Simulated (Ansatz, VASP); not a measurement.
**Two plane-wave programs on HfO2**

```
CELL_PARAMETERS angstrom
3.75401 0.00000 0.00000
0.00000 3.75401 0.00000
0.00000 0.00000 5.41691
ATOMIC_POSITIONS crystal
O 0.00000 0.50000 0.20100
O 0.00000 0.50000 0.70100
O 0.50000 0.00000 0.29900
O 0.50000 0.00000 0.79900
Hf 0.00000 0.00000 0.00000
Hf 0.50000 0.50000 0.50000
```

Alike in both runs: task relaxation of cell and atoms; functional PBE; k mesh 7 × 7 × 5; no spin polarisation.

```csv
,VASP,Ansatz
version,VASP 6.6.1,Ansatz 0.2.0
potentials or method,"VASP PAW PBE potentials, release 64 (O, Hf_pv)",PAW plane waves
plane-wave cutoff (eV),600,420
occupations,"fermi-dirac, width 0.1 eV",fermi-dirac
valence electrons in the cell,44,76
```

Ansatz gave:

| Quantity | Value |
| --- | --- |
| gap on the k mesh at the Fermi level, each at its own relaxed structure (eV) | 4.68 |
| relaxed volume (Å³/atom) | 11.40 |
| relaxed cell length with the largest relative difference (Å) | 5.265 |
| energy change over the relaxation (meV/atom) | -112 |

Problem. Which values does VASP return?

Solution. gap on the k mesh at the Fermi level, each at its own relaxed structure (eV): 4.68; relaxed volume (Å³/atom): 11.19; relaxed cell length with the largest relative difference (Å): 5.215; energy change over the relaxation (meV/atom): -141.

The two sets of potentials don't hold the same shells in valence.

Caveats: spin-orbit coupling is left out, which moves the levels of the heavy elements; an odd mesh through Γ misses points on the zone boundary, where band edges often lie. PBE gaps usually lie below the measured ones, often by a third to a half.
